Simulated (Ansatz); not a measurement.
# KF, one cell by several methods

```
K F
1.0
     0.00000    2.67350    2.67350
     2.67350    0.00000    2.67350
     2.67350    2.67350    0.00000
K F
1 1
Direct
  0.00000 0.00000 0.00000
  0.50000 0.50000 0.50000
```

Atoms are numbered in the order listed.

Conventional cell: a = 5.347 Å, b = 5.347 Å, c = 5.347 Å, α = 90.00°, β = 90.00°, γ = 90.00°. K (atom 1) is surrounded by 6 F at 2.67 Å. F (atom 2) has 6 K at 2.67 Å as nearest neighbours.

The cell is COD entry 9008652, as deposited and not checked against the literature; nothing was relaxed.

All numbers are computed: DFT, PBEsol, PAW with Ansatz's default frozen-core files, scalar-relativistic (Ansatz 0.2.0); DFT, PBEsol, all-electron PAW with datasets made for the crystal, scalar-relativistic (Ansatz 0.2.0); DFT, PBEsol, all-electron LAPW, scalar-relativistic (Ansatz 0.2.0).

For PAW: a Γ-centred 9×9×9 k mesh, Fermi–Dirac smearing of 0.01 eV, cutoff 420 eV, no spin polarisation; the PAW files were made with PBE, and the program remakes their frozen cores for this functional. The crystal-made all-electron datasets (AE datasets) take a cutoff of 280 eV at this cell. LAPW targets a basis error of 1 meV/atom. The Ansatz runs share mesh, smearing and spin set-up. Plane-wave (PAW) pressures include the program's estimate of the Pulay term.

Stress and pressure are positive in compression.

Levels count from the top of the valence band.

```csv
quantity,PAW,AE datasets,LAPW
pressure (GPa),-0.72,-0.71,-0.72
band gap (eV),6.037,6.032,6.032
highest filled level at W (eV),-0.165,-0.164,-0.164
lowest empty level at W (eV),9.634,9.633,9.633
highest filled level at Γ (eV),0.000,0.000,0.000
lowest empty level at Γ (eV),6.037,6.032,6.032
highest filled level at X (eV),-0.056,-0.056,-0.056
lowest empty level at X (eV),8.113,8.111,8.111
```
